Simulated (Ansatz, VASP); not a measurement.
AgCl (Chlorargyrite) in VASP and in Ansatz

INCAR

```
PREC = Accurate
ENCUT = 520
EDIFF = 1E-6
ISMEAR = -1
SIGMA = 0.05
LREAL = F
LASPH = T
NELM = 150
ALGO = Normal
ISIF = 2
LWAVE = F
LCHARG = F
LMAXMIX = 4
LDAU = T
LDAUTYPE = 2
LDAUL = 2 -1
LDAUU = 8 0
LDAUJ = 0 0
LDAUPRINT = 1
GGA = PS
NBANDS = 16
```

KPOINTS

```
Automatic mesh
0
Gamma
  8 8 8
```

File POSCAR:

```
AgCl
1.0
    0.0000000000      2.7350000000      2.7350000000
    2.7350000000      0.0000000000      2.7350000000
    2.7350000000      2.7350000000      0.0000000000
Ag Cl
1 1
Direct
    0.0000000000      0.0000000000      0.0000000000
    0.5000000000      0.5000000000      0.5000000000
```

Contents of input.yaml:

```yaml
crystal:
  lattice:
    - [0.0, 2.735, 2.735]
    - [2.735, 0.0, 2.735]
    - [2.735, 2.735, 0.0]
  atoms:
    - { symbol: Ag, position: [0.0, 0.0, 0.0] }
    - { symbol: Cl, position: [0.5, 0.5, 0.5] }
kpoints:
  mp_grid: { grid: [8, 8, 8] }
scf:
  occupations: { method: fermi_dirac, width: 0.05 }
hamiltonian:
  xc: pbesol
  pseudopotentials: { kind: all_electron, lapw: { basis_error: 0.001 } }
  hubbard:
    sites: [{ species: Ag, l: d, u_eff: 8 }]
    double_counting: fll
    projectors: ortho-atomic
output:
  forces: true
  stress: true
  eigenvalues: true
  dos: { projected: false, de: 0.1, e_range: [-14, 8] }
  hubbard: {}
```

Alike in both runs: functional PBEsol; k mesh 8 × 8 × 8; occupations fermi-dirac, width 0.05 eV; no spin polarisation; Hubbard terms Ag d U = 8.0 eV.

|  | VASP | Ansatz |
| --- | --- | --- |
| version | VASP 6.6.1 | Ansatz 0.2.0 |
| potentials or method | VASP PAW PBE potentials, release 64 (Ag, Cl) | all-electron LAPW, scalar-relativistic |
| plane-wave cutoff (eV) | 520 | see its input |
| task | single point | density of states |

|  | VASP | Ansatz | Ansatz less VASP |
| --- | --- | --- | --- |
| gap on the k mesh at the Fermi level (eV) | 2.22 | 1.94 | -0.274 |
| least direct gap on the mesh (eV) | 3.46 | 3.27 | -0.192 |
| pressure (GPa) | -2.0 | 1.0 | +3.00 |

The programs project onto different local orbitals, so the same U acts differently. Ansatz ran all-electron here, so the differences hold the error of VASP's frozen core and of both bases.

Caveats: the PAW data sets were made with another functional, which shifts forces and pressure a little (VASP); U is the effective U less J, on atomic orbitals that reach past the spheres (Ansatz); the density of states is complete only up to the lowest level of the last band computed (Ansatz). A k mesh can miss the band edges.
